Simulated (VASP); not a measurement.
Crystal: HgSe (w03).

```
Hg Se
1.0
     0.00000    3.03900    3.03900
     3.03900    0.00000    3.03900
     3.03900    3.03900    0.00000
Hg Se
1 1
Direct
  0.00000 0.00000 0.00000
  0.25000 0.25000 0.25000
```

* Program: VASP 6.6.1
* Task: relaxation of cell and atoms
* Functional: PBE
* Potentials or basis: VASP PAW PBE potentials, release 64 (Hg, Se)
* Cutoff: 600 eV
* k mesh: 12 × 12 × 12
* Occupations: gaussian, width 0.3 eV
* Spin: no spin polarisation

At the start: pressure 5.0 GPa; volume 28.07 Å³/atom.

Problem. How do energy, volume and symmetry change on relaxing?

Solution. Over 5 steps the energy falls by 39.4 meV/atom and the volume is 30.81 Å³/atom (+9.8 %); space group F-43m (No. 216, to 0.05 Å).

The path:
```tsv
step	energy change (eV)	largest force (eV/Å)	pressure (GPa)	volume (Å³)
1	0.0000	0.0000	5.05	56.13
2	-0.0707	0.0000	-1.25	63.62
3	-0.0788	0.0000	0.02	61.60
4	-0.0787	0.0000	-0.06	61.71
5	-0.0788	0.0000	0.01	61.62
```

Final structure:
```cif
data_structure
_symmetry_space_group_name_H-M 'P 1'
_symmetry_Int_Tables_number 1
_cell_length_a 4.4334
_cell_length_b 4.4334
_cell_length_c 4.4334
_cell_angle_alpha 60.000
_cell_angle_beta 60.000
_cell_angle_gamma 60.000
_cell_volume 61.62
loop_
_atom_site_label
_atom_site_type_symbol
_atom_site_fract_x
_atom_site_fract_y
_atom_site_fract_z
_atom_site_occupancy
Hg1 Hg 0.00000 0.00000 0.00000 1
Se1 Se 0.25000 0.25000 0.25000 1
```
